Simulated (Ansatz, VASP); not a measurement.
**Ir: VASP beside Ansatz**

The input POSCAR:

```
Ir
1.0
    0.0000000000      1.9228496764      1.9228496764
    1.9228496764      0.0000000000      1.9228496764
    1.9228496764      1.9228496764      0.0000000000
Ir
1
Direct
    0.0000000000      0.0000000000      0.0000000000
```

The input INCAR.step1:

```
PREC = Accurate
ENCUT = 520
ISMEAR = 0
SIGMA = 0.2
LREAL = False
LASPH = True
NELM = 60
NBANDS = 10
GGA = PE
ALGO = Normal
EDIFF = 1E-4
LWAVE = True
LCHARG = False
```

The input INCAR.step2:

```
PREC = Accurate
ENCUT = 520
EDIFF = 1E-6
ISMEAR = 0
SIGMA = 0.2
LREAL = False
LASPH = True
NELM = 60
ALGO = Normal
ISIF = 2
LWAVE = False
LCHARG = False
METAGGA = R2SCAN
LMIXTAU = True
NBANDS = 10
ISTART = 1
```

File KPOINTS:

```
regular mesh
0
Gamma
  14 14 14
```

Input for Ansatz:

```yaml
crystal:
  lattice:
    - [0.0, 1.9228496764, 1.9228496764]
    - [1.9228496764, 0.0, 1.9228496764]
    - [1.9228496764, 1.9228496764, 0.0]
  atoms:
    - { symbol: Ir, position: [0.0, 0.0, 0.0] }
hamiltonian:
  xc: r2scan
  pseudopotentials:
    kind: paw
    azcp:
      Ir: "pseudopotentials/Ir.paw.azcp"
basis:
  ecutwfc: 500
  fft_grid_basis: typed
kpoints:
  mp_grid: { grid: [14, 14, 14], shift: [0, 0, 0] }
magnetization:
  spin_polarized: false
scf:
  occupations: { method: gaussian, width: 0.2 }
  lower_state_search: "off"
output:
  stress: true
```

Alike in both runs: task single point; functional r2SCAN; k mesh 14 × 14 × 14; occupations gaussian, width 0.2 eV; no spin polarisation.

```csv
,VASP,Ansatz
version,VASP 6.6.1,Ansatz 0.2.0
potentials or method,"VASP PAW PBE potentials, release 64 (Ir)","plane waves (500 eV) with PAW, scalar-relativistic"
plane-wave cutoff (eV),520,500
valence electrons in the cell,9,17
```

Ansatz gave:

- pressure (GPa): -0.1

Estimate VASP's values.

pressure (GPa): 2.4.

The two sets of potentials don't hold the same shells in valence.

Caveats: the PAW data sets were made with another functional, which shifts forces and pressure a little (VASP). Spin-orbit coupling is left out, which matters for the levels of Ir.
